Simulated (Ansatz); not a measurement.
**CuAu in Ansatz: the effect of functional**

Crystal: CuAu.

```
CELL_PARAMETERS angstrom
2.84774 0.00000 0.00000
0.00000 2.84774 0.00000
0.00000 0.00000 3.73349
ATOMIC_POSITIONS crystal
Au 0.00000 0.00000 0.00000
Cu 0.50000 0.50000 0.50000
```

The cell isn't the ideal one: volume scaled by 1.04.

Alike in all runs:

```yaml
Program: Ansatz 0.2.0
Task: single point
Potentials_or_basis: Ansatz PAW
k_mesh: 9 × 9 × 7
Occupations: fermi-dirac, width 0.05 eV
Spin: no spin polarisation
```

```csv
functional,cutoff,pressure (GPa)
LDA,420 eV (not typed: the program's choice for these potentials),-14.1
PBEsol,420 eV (not typed: the program's choice for these potentials),-9.3
r2SCAN,500 eV (not typed: the program's choice for these potentials),?
```

Problem. What does the run with functional r2SCAN give?

Solution. Pressure -5.9 GPa.

Caveats: the PAW data sets come from PBE, with cores solved anew for the run's functional, which leaves a small shift of forces and pressure.

Runs at the PBE level aren't shown here.
